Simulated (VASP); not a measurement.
MgS:

```xyz
4
Lattice="3.6979 0.0000 0.0000 -1.8490 3.2025 0.0000 0.0000 0.0000 6.0387" Properties=species:S:1:pos:R:3 pbc="T T T"
Mg    0.0000    0.0000    0.0000
Mg    0.0000    0.0000    3.0194
S     0.0000    2.1350    1.5097
S     1.8490    1.0675    4.5291
```

The cell was built by a generator and needn't be a form met in nature.

```yaml
Program: VASP 6.6.1
Task: relaxation of cell and atoms
Functional: PBE
Potentials_or_basis: VASP PAW PBE potentials, release 64 (Mg, S)
Cutoff: 600 eV
k_mesh: 9 × 9 × 6
Occupations: gaussian, width 0.02 eV
Spin: no spin polarisation
```

At the start: pressure 0.3 GPa; volume 17.88 Å³/atom.

**Question.** Where does the relaxation end?

**Answer.** Over 6 steps the energy falls by 5.3 meV/atom and the volume is 17.91 Å³/atom (+0.2 %); space group P6_3/mmc (No. 194, to 0.05 Å).

Step by step:
| step | energy change (eV) | largest force (eV/Å) | pressure (GPa) | volume (Å³) |
| --- | --- | --- | --- | --- |
| 1 | 0.0000 | 0.0000 | 0.28 | 71.52 |
| 2 | -0.0199 | 0.0000 | -0.15 | 71.83 |
| 3 | -0.0209 | 0.0000 | -0.26 | 71.91 |
| 4 | -0.0209 | 0.0000 | -0.25 | 71.91 |
| 5 | -0.0211 | 0.0000 | 0.06 | 71.60 |
| 6 | -0.0211 | 0.0000 | 0.01 | 71.65 |

Final structure:
```
CELL_PARAMETERS angstrom
3.66220 0.00000 0.00000
-1.83110 3.17155 0.00000
0.00000 0.00000 6.16861
ATOMIC_POSITIONS crystal
Mg 0.00000 0.00000 0.00000
Mg 0.00000 0.00000 0.50000
S 0.33333 0.66667 0.25000
S 0.66667 0.33333 0.75000
```
